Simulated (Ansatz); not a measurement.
# Ge (Fmmm) in Ansatz: notebook

The runs below take Ge through relaxation of cell and atoms, with PBEsol.

Program: Ansatz 0.2.0. These are calculated values, not measurements. Logs are shortened: lines on timing, memory, paths and dates and some standing lists are left out, and cuts for length are marked.

### Step 1. The structure

It takes space group Fmmm (No. 69, orthorhombic). The conventional cell has a = 5.261 Å, b = 5.771 Å, c = 10.231 Å, α = 90.00°, β = 90.00°, γ = 90.00°. Around Ge (site symmetry m2m) lie 5 Ge at 2.61 to 2.73 Å. Ge (site symmetry mm2) has 6 Ge at 2.71 to 2.96 Å as nearest neighbours.

This isn't the form of Ge at room conditions, which is diamond.

### Step 2. Relaxation of cell and atoms, PBEsol

input.yaml reads:

```yaml
crystal:
  lattice:
    - [0.0, 2.88574, 5.115665]
    - [2.630497, 0.0, 5.115665]
    - [2.630497, 2.88574, 0.0]
  atoms:
    - { symbol: Ge, position: [0.72649, 0.27351, 0.72649] }
    - { symbol: Ge, position: [0.27351, 0.72649, 0.27351] }
    - { symbol: Ge, position: [0.218133, 0.218133, 0.781867] }
    - { symbol: Ge, position: [0.781867, 0.781867, 0.218133] }
hamiltonian:
  xc: pbesol
  pseudopotentials: { kind: paw }
kpoints:
  mp_grid: { grid: [7, 7, 7] }
scf:
  occupations: { method: fermi_dirac, width: 0.05 }
output:
  forces: true
  stress: true
  eigenvalues: true
relax:
  f_tol: 0.01
  max_steps: 40
  cell: { stress_tol: 0.05 }
```

Potentials or basis: Ansatz PAW.

Launch:

```
$ ansatz run input.yaml --threads 2 --pin off --max-ram 5632MiB --backend cpu --events-out ev --progress --plain --runs-dir out
```

The program printed:

```text
Warning: RAYON_NUM_THREADS=2 ignored (pool sized by the plan → 2); use --threads N
Engine: ansatz 0.2.0, x86_64-unknown-linux-gnu
Pseudopotentials: kind: paw
Pseudopotential: Ge, paw, valence charge 14, recommended cutoff 420 eV (normal), Ge.paw.azcp
Functional definition: PBEsol
  exchange = pbesol_x
  correlation = pbesol_c
Crystal: 4 atoms, lattice volume = 77.665 Å³
Basis set: ecut = 420 eV, 1525 PW (Γ), exchange–correlation on 80×80×54 points (8 copies of the dense FFT grid, shifted against one another)
Bands: 34, of which v1, the nominal top of the filled ones, is band 28 counted from 1 (27 counted from 0)
Symmetry: 8 space group operations
Space group: Fmmm (ITA 69), of the structure as read, at distance tolerance 4.3e-5 Å
k-points: 64 of 343
Non-local potential: Ge, projectors of the file, l = 0: 2, l = 1: 2, l = 2: 3, l = 3: 1
PAW form: soft (Blöchl's): semilocal exchange-correlation on the pseudo side does not see the compensation charge
PAW frozen core: Ge, regenerated for the run's functional, and the local potential with it (the file was generated under x = pbe(κ = 0.804, μ = 0.2195149727645171), c = pbe(β = 0.06672455060314922))
PAW one-centre angular grid: Ge, 590 points (default); XC on 64 Gauss nodes
Initial density: superposition of atomic densities (neutral atoms: chi_scale 0, normalization atom), corrected by the library's trained network
Initial wavefunctions: pseudopotential atomic-orbital guess
Functional: x = pbesol(κ = 0.804, μ = 0.12345679012345678), c = pbesol(β = 0.046)
SCF iter   1: F=—  HF=-17013.279538 eV  |F-HF|=—  |Δ(HF+E_count)|=         —  Δρ=2.11e-3  dr2=2.31e-3  ethr=1.77e-3  ⟨swp⟩=6.0  Hψ=8253  notcnv=0  defer=11
preconditioner: auto → Kerker (q_TF=auto, 2.584 Å⁻¹)  [metal: Δε(μ)=0.056 eV  Ē_g=22.319 eV  σ=0.050 eV  W_gap=0.26  n_scr=28 (ndim 8)  ℏωp=31.5 eV  f_vac=0.000  D(μ)=1.51/eV (n_scr^D=10)]
SCF iter   2: F=—  HF=-17013.276959 eV  |F-HF|=—  |Δ(HF+E_count)|=   2.58e-3  Δρ=1.17e-3  dr2=8.53e-4  ethr=4.12e-6  ⟨swp⟩=2.0  Hψ=4067  notcnv=0  defer=14
SCF iter   3: F=—  HF=-17013.276936 eV  |F-HF|=—  |Δ(HF+E_count)|=   2.27e-5  Δρ=5.25e-4  dr2=2.14e-4  ethr=1.52e-6  ⟨swp⟩=1.0  Hψ=2132  notcnv=0  defer=14
SCF iter   4: F=—  HF=-17013.276919 eV  |F-HF|=—  |Δ(HF+E_count)|=   1.72e-5  Δρ=7.64e-5  dr2=5.26e-6  ethr=3.82e-7  ⟨swp⟩=2.4  Hψ=2763  notcnv=0  defer=14
SCF iter   5: F=—  HF=-17013.276916 eV  |F-HF|=—  |Δ(HF+E_count)|=   3.56e-6  Δρ=4.57e-5  dr2=8.93e-7  ethr=9.39e-9  ⟨swp⟩=2.0  Hψ=3933  notcnv=0  defer=14
SCF iter   6: F=—  HF=-17013.276915 eV  |F-HF|=—  |Δ(HF+E_count)|=   9.55e-7  Δρ=1.54e-5  dr2=9.82e-8  ethr=1.79e-10  ⟨swp⟩=4.6  Hψ=8920  notcnv=0
SCF iter   7: F=-17013.276914 eV  HF=-17013.276914 eV  |F-HF|=2.18e-8  |Δ(HF+E_count)|=   8.55e-8  Δρ=5.75e-6  dr2=1.15e-8  ethr=1.75e-10  ⟨swp⟩=4.0  Hψ=7581  notcnv=0
SCF 1 converged in 7 iterations: F = -17013.276914 eV  dr2 = 1.15e-8
relax step   1: F+E_penalty+E_count = -17013.27691446 eV  Δ(F+E_penalty+E_count) = +0.000e0 eV  max|allowed force component| = 4.292e-2 eV/Å  Δτ_max = 0.0000 Å  P = -3.496 GPa  Ω = 77.665 Å³  (7 SCF iters, dr2 threshold 1.00e-7 eV, accepted)
Crystal: 4 atoms, lattice volume = 71.708 Å³
Basis set: ecut = 420 eV, 1421 PW (Γ), exchange–correlation on 80×80×54 points (8 copies of the dense FFT grid, shifted against one another)
Initial density: handed on by an earlier stage of this run
Initial wavefunctions: those handed on with the density
iter 1 solved again at ethr=5.75e-6 eV; its pass at ethr=3.10e-3 eV (dr2=3.22e-3 eV) is discarded
SCF iter   1: F=—  HF=-17013.316112 eV  |F-HF|=—  |Δ(HF+E_count)|=         —  Δρ=3.01e-3  dr2=3.23e-3  ethr=5.75e-6  ⟨swp⟩=2.2  Hψ=11814  notcnv=0
preconditioner: auto → Kerker (q_TF=auto, 2.618 Å⁻¹)  [metal: Δε(μ)=0.068 eV  Ē_g=22.658 eV  σ=0.050 eV  W_gap=0.32  n_scr=28 (ndim 8)  ℏωp=32.8 eV  f_vac=0.000  D(μ)=1.56/eV (n_scr^D=10)]
SCF iter   2: F=—  HF=-17013.316550 eV  |F-HF|=—  |Δ(HF+E_count)|=   4.38e-4  Δρ=1.87e-3  dr2=1.35e-3  ethr=5.75e-6  ⟨swp⟩=1.0  Hψ=2176  notcnv=0
SCF iter   3: F=—  HF=-17013.316740 eV  |F-HF|=—  |Δ(HF+E_count)|=   1.90e-4  Δρ=2.49e-4  dr2=3.41e-5  ethr=2.41e-6  ⟨swp⟩=1.8  Hψ=3041  notcnv=0
SCF iter   4: F=—  HF=-17013.316721 eV  |F-HF|=—  |Δ(HF+E_count)|=   1.88e-5  Δρ=1.11e-4  dr2=8.54e-6  ethr=6.08e-8  ⟨swp⟩=2.0  Hψ=3716  notcnv=0
SCF iter   5: F=—  HF=-17013.316721 eV  |F-HF|=—  |Δ(HF+E_count)|=   2.81e-7  Δρ=2.96e-5  dr2=8.59e-7  ethr=1.52e-8  ⟨swp⟩=2.8  Hψ=3769  notcnv=0
SCF iter   6: F=-17013.316721 eV  HF=-17013.316721 eV  |F-HF|=1.07e-8  |Δ(HF+E_count)|=   1.97e-7  Δρ=5.31e-6  dr2=2.54e-8  ethr=7.14e-10  ⟨swp⟩=4.3  Hψ=6801  notcnv=0
SCF 2 converged in 6 iterations: F = -17013.316721 eV  dr2 = 2.54e-8
[... 22 lines left out ...]
relax step   4: F+E_penalty+E_count = -17013.32861389 eV  Δ(F+E_penalty+E_count) = -5.496e-4 eV  max|allowed force component| = 6.676e-3 eV/Å  Δτ_max = 0.0159 Å  P = -0.006 GPa  Ω = 73.534 Å³  energy of the carried Pulay correction = +7.466e-4 eV  (5 SCF iters, dr2 threshold 1.18e-7 eV, accepted)
Initial wavefunctions: pseudopotential atomic-orbital guess (no wavefunctions were taken with the density)
iter 1 solved again at ethr=1.66e-8 eV; its pass at ethr=3.10e-3 eV (dr2=9.30e-6 eV) is discarded
SCF iter   1: F=—  HF=-17013.327776 eV  |F-HF|=—  |Δ(HF+E_count)|=         —  Δρ=3.31e-5  dr2=2.51e-7  ethr=1.66e-8  ⟨swp⟩=2.9  Hψ=12766  notcnv=0
preconditioner: auto → Kerker (q_TF=auto, 2.607 Å⁻¹)  [metal: Δε(μ)=0.059 eV  Ē_g=22.581 eV  σ=0.050 eV  W_gap=0.27  n_scr=28 (ndim 8)  ℏωp=32.4 eV  f_vac=0.000  D(μ)=1.60/eV (n_scr^D=10)]
SCF iter   2: F=—  HF=-17013.327766 eV  |F-HF|=—  |Δ(HF+E_count)|=   9.89e-6  Δρ=3.48e-5  dr2=4.47e-7  ethr=4.48e-10  ⟨swp⟩=2.0  Hψ=3975  notcnv=0
SCF iter   3: F=—  HF=-17013.327767 eV  |F-HF|=—  |Δ(HF+E_count)|=   5.05e-8  Δρ=1.48e-5  dr2=9.61e-8  ethr=4.48e-10  ⟨swp⟩=2.7  Hψ=4055  notcnv=0
SCF iter   4: F=—  HF=-17013.327766 eV  |F-HF|=—  |Δ(HF+E_count)|=   5.11e-8  Δρ=2.12e-6  dr2=3.91e-9  ethr=1.72e-10  ⟨swp⟩=2.4  Hψ=4003  notcnv=0
SCF iter   5: F=—  HF=-17013.327766 eV  |F-HF|=—  |Δ(HF+E_count)|=   1.50e-9  Δρ=4.28e-7  dr2=1.61e-10  ethr=6.98e-12  ⟨swp⟩=2.0  Hψ=3973  notcnv=0
SCF iter   6: F=-17013.327766 eV  HF=-17013.327766 eV  |F-HF|=3.64e-12  |Δ(HF+E_count)|=  3.64e-11  Δρ=8.57e-8  dr2=7.07e-12  ethr=1.00e-12  ⟨swp⟩=4.0  Hψ=6558  notcnv=0
SCF 5 converged in 6 iterations: F = -17013.327766 eV  dr2 = 7.07e-12
relax step   5: F+E_penalty+E_count = -17013.32776648 eV  Δ(F+E_penalty+E_count) = +8.474e-4 eV  max|allowed force component| = 6.549e-3 eV/Å  Δτ_max = 0.0000 Å  P = +0.000 GPa  Ω = 73.534 Å³  stress off target by 1.37e-2 GPa  SCF on the basis re-selected at this cell (its energy is not comparable with the rows above)  (6 SCF iters)
basis re-selected at this cell: Δ(F+E_penalty+E_count) = +8.474e-4 eV, ΔP = +0.006 GPa vs the last step (what re-selecting the basis moved, of the pressure what is left beyond the Pulay correction that the steps carried, after the strain that the cell walked since its last selection, with what the two solves' SCF thresholds leave and, on support functions, any second-order correction that the steps lacked; it is no measure of the basis error at this ecutwfc). This SCF's stress stands 1.37e-2 GPa from its target on what of the cell is left free (relax.cell.stress_tol is 5.00e-2 GPa) and its largest allowed force component is 6.55e-3 eV/Å (relax.f_tol is 1.00e-2 eV/Å): within both
SCF converged after 6 iterations
Free energy (F): -17013.327766 eV
Harris-Foulkes:  -17013.327766 eV  (|F-HF|=3.64e-12)
Internal energy: -17013.314872 eV  (E = F + TS)
E sigma→0 (E₀):  -17013.321319 eV
Entropy (-TS):   -0.012895 eV (-3.224 meV/atom)
Fermi energy:    11.150143 eV
--- Per-component energies (eV) ---
  E_band       = -444.838840
  E_kinetic    = 444.883734
  E_local      = -8562.926499  (includes V_loc(G=0)·N_el)
  E_nonlocal   = 1672.580576
  E_hartree    = 3749.223181
  E_xc         = -301.200145
  E_vxc        = -260.394819  (∫ρ·V_xc dr)
  E_paw        = -7908.021844  (= ΣΔE_a)
  E_vpaw       = -1237.429346  (= ΣTr[D̂ρ^β])
  E_aug_tail   = 0.001123  (compensation charges beyond the density's cutoff)
  E_ewald      = -6111.526744
  E_core_change = 3.671745  (= ΣΔE_core)
  E_smearing   = -0.012895  (= −TS)
  E_closure    = -0.000000  (closes the sum)
  Σ components = -17013.327766   (vs F -17013.327766, Δ=0.00e0)
--- Forces (eV/Å), atoms counted from 1 ---
  atom   1  Ge     0.00000000    -0.00654884     0.00000000
  atom   2  Ge    -0.00000000     0.00654884    -0.00000000
  atom   3  Ge     0.00000000     0.00000000    -0.00061120
  atom   4  Ge    -0.00000000     0.00000000     0.00061120
  max |Σ_I F_I| component: 1.08e-19 eV/Å
--- Stress (GPa, compression-positive) ---
       -0.007141       0.000000       0.000000
        0.000000      -0.005888       0.000000
        0.000000       0.000000       0.013740
  P = ⅓ Tr σ = 0.0002 GPa (0.002 kbar)
--- Band table (eV; the first three rows and the last of 64) ---
  k-point 0: bands = ["-13.5919", "-13.5473", "-13.5010", "-13.4902", "-13.4893", "-13.4832", "-13.4793", "-13.4704", "-13.4398", "-13.4215", "-13.3997", "-13.3853", "-13.3463", "-13.3368", "-13.3327", "-13.3194", "-13.3182", "-13.3098", "-13.2567", "-13.2229", "-2.2226", "2.8141", "4.9715", "7.5185", "8.0677", "8.7181", "9.0934", "9.1039", "9.3241", "14.0754", "14.6599", "15.1878", "17.8004", "18.6325"]
  k-point 1: bands = ["-13.5784", "-13.5394", "-13.5012", "-13.4880", "-13.4826", "-13.4806", "-13.4771", "-13.4568", "-13.4358", "-13.4184", "-13.3939", "-13.3901", "-13.3492", "-13.3421", "-13.3387", "-13.3268", "-13.3222", "-13.3177", "-13.2647", "-13.2369", "-1.9891", "2.7358", "5.1952", "6.0626", "6.8631", "8.9185", "9.3672", "10.1659", "10.4738", "14.0394", "15.0328", "15.7431", "16.8591", "17.4360"]
  k-point 2: bands = ["-13.5412", "-13.5169", "-13.5045", "-13.4882", "-13.4698", "-13.4665", "-13.4572", "-13.4301", "-13.4264", "-13.4111", "-13.4028", "-13.3786", "-13.3636", "-13.3576", "-13.3510", "-13.3423", "-13.3386", "-13.3334", "-13.2864", "-13.2717", "-1.2895", "2.7369", "3.4636", "5.1225", "7.1106", "9.1478", "10.0535", "11.3929", "12.0283", "12.4675", "14.5213", "15.0881", "16.3472", "17.1304"]
  k-point 63: bands = ["-13.5669", "-13.5293", "-13.4953", "-13.4811", "-13.4687", "-13.4596", "-13.4546", "-13.4496", "-13.4218", "-13.4203", "-13.3993", "-13.3907", "-13.3700", "-13.3579", "-13.3553", "-13.3521", "-13.3340", "-13.3212", "-13.2743", "-13.2392", "-0.6886", "-0.3530", "4.7586", "7.0535", "8.9147", "10.1354", "11.2971", "11.4412", "12.0465", "12.3848", "13.2102", "14.6049", "15.7146", "15.9603"]
--- Relaxed structure (4 steps of the walk, 4 accepted, 1 SCFs on fresh bases) ---
  F+E_penalty+E_count = -17013.32776648 eV   max|allowed force component| = 6.549e-3 eV/Å   (the final SCF, on the basis selected at the relaxed cell)
  cell:  # Å, volume = 73.5340 Å³
    - [0.0, 2.8571656220764403, 4.959836319593422]
    - [2.5945102084325526, 0.0, 4.959836319593422]
    - [2.5945102084325526, 2.8571656220764403, 0.0]
  atoms:
    - { symbol: Ge, position: [0.7265391410196052, 0.2734608589803948, 0.7265391410196052] }
    - { symbol: Ge, position: [0.2734608589803947, 0.7265391410196054, 0.2734608589803946] }
    - { symbol: Ge, position: [0.22345020103487376, 0.22345020103487376, 0.7765497989651261] }
    - { symbol: Ge, position: [0.7765497989651263, 0.7765497989651263, 0.22345020103487356] }
```

It took 12 s on 2 threads of Intel Xeon 6975P-C (Granite Rapids), shared host; peak memory 0.51 GiB.

Results:

```yaml
Free_energy: -17013.3278 eV
Relaxed_volume: 18.38 Å³/atom
Relaxed_cell: a = 5.724 Å, b = 5.597 Å, c = 3.859 Å, α = 71.84°, β = 68.31°, γ = 39.84°
Space_group_after_relaxing_to_0.05_Å: Fmmm (No. 69)
Energy_gained_by_relaxing: 12.7 meV/atom
Ionic_steps: 5
Pressure_after_relaxing: 0.0 GPa
Largest_force_after_relaxing: 0.007 eV/Å
Band_gap_on_the_k_mesh: none (metal or under the smearing width)
```

Forces in eV/Å, atoms in the order of the input:
```
Ge   0.000 -0.007  0.000
Ge   0.000  0.007  0.000
Ge   0.000  0.000 -0.001
Ge   0.000  0.000  0.001
```

The path:
```tsv
step	energy change (eV)	largest force (eV/Å)	volume (Å³)
1	0.0000	0.0429	77.67
2	-0.0398	0.0470	71.71
3	-0.0512	0.0293	73.73
4	-0.0517	0.0067	73.53
5	-0.0509	0.0065	73.53
```

Final structure:
```cif
data_structure
_symmetry_space_group_name_H-M 'P 1'
_symmetry_Int_Tables_number 1
_cell_length_a 5.7239
_cell_length_b 5.5975
_cell_length_c 3.8594
_cell_angle_alpha 71.844
_cell_angle_beta 68.313
_cell_angle_gamma 39.843
_cell_volume 73.53
loop_
_atom_site_label
_atom_site_type_symbol
_atom_site_fract_x
_atom_site_fract_y
_atom_site_fract_z
_atom_site_occupancy
Ge1 Ge 0.72654 0.27346 0.72654 1
Ge2 Ge 0.27346 0.72654 0.27346 1
Ge3 Ge 0.22345 0.22345 0.77655 1
Ge4 Ge 0.77655 0.77655 0.22345 1
```

Levels at points of the mesh, in eV from the Fermi level:
```csv
k point,band 24,band 25,band 26,band 27,band 28,band 29,band 30,band 31,band 32,band 33
"(0.00, 0.00, 0.00)",-3.63,-3.08,-2.43,-2.06,-2.05,-1.83,2.93,3.51,4.04,6.65
```

Caveat: the plane-wave basis is chosen anew once the cell has moved, so the energies of steps on either side of that aren't comparable; the PAW data sets come from PBE, with cores solved anew for the run's functional, which leaves a small shift of forces and pressure.

### Step 3. Relaxation of cell and atoms, PBEsol, target pressure 2 GPa, at which the enthalpy is minimised

Changes to input.yaml since step 2:

```diff
@@ -24,2 +24,2 @@
   max_steps: 40
-  cell: { stress_tol: 0.05 }
+  cell: { stress_tol: 0.05, p_target: 2.0 }
```

Potentials or basis: Ansatz PAW.

Launch:

```
$ ansatz run input.yaml --threads 2 --pin off --max-ram 5632MiB --backend cpu --events-out ev --progress --plain --runs-dir out
```

Wall time 15 s (2 threads of Intel Xeon 6975P-C (Granite Rapids), shared host); peak memory 0.51 GiB.

Results (log left out):

```yaml
Free_energy: -17013.3167 eV
Relaxed_volume: 17.93 Å³/atom
Relaxed_cell: a = 5.666 Å, b = 5.543 Å, c = 3.832 Å, α = 71.74°, β = 68.29°, γ = 39.96°
Space_group_after_relaxing_to_0.05_Å: Fmmm (No. 69)
Energy_change_on_relaxing_the_enthalpy_is_what_falls: -9.9 meV/atom
Ionic_steps: 7
Pressure_after_relaxing: 2.0 GPa
Band_gap_on_the_k_mesh: none (metal or under the smearing width)
```

Step by step:
```
step  energy change (eV)  largest force (eV/Å)  volume (Å³)
   1              0.0000                0.0429        77.67
   2              0.0024                0.0713        69.70
   3             -0.0437                0.0396        72.03
   4             -0.0408                0.0188        71.72
   5             -0.0409                0.0091        71.71
   6             -0.0410                0.0007        71.72
   7             -0.0398                0.0008        71.72
```

Final structure:
```yaml
crystal:
  lattice:
    - [0.00000, 2.83357, 4.90615]
    - [2.57951, 0.00000, 4.90615]
    - [2.57951, 2.83357, 0.00000]
  atoms:
    - { symbol: Ge, position: [0.72719, 0.27281, 0.72719] }
    - { symbol: Ge, position: [0.27281, 0.72719, 0.27281] }
    - { symbol: Ge, position: [0.22480, 0.22480, 0.77520] }
    - { symbol: Ge, position: [0.77520, 0.77520, 0.22480] }
```

Levels at points of the mesh, in eV from the Fermi level:
| k point | band 24 | band 25 | band 26 | band 27 | band 28 | band 29 | band 30 | band 31 | band 32 | band 33 |
| --- | --- | --- | --- | --- | --- | --- | --- | --- | --- | --- |
| (0.00, 0.00, 0.00) | -3.56 | -3.09 | -2.51 | -2.16 | -2.10 | -1.89 | 2.91 | 3.45 | 4.12 | 6.86 |

Caveat: the plane-wave basis is chosen anew once the cell has moved, so the energies of steps on either side of that aren't comparable; the PAW data sets come from PBE, with cores solved anew for the run's functional, which leaves a small shift of forces and pressure.

(Continued in part 2 of 2.)
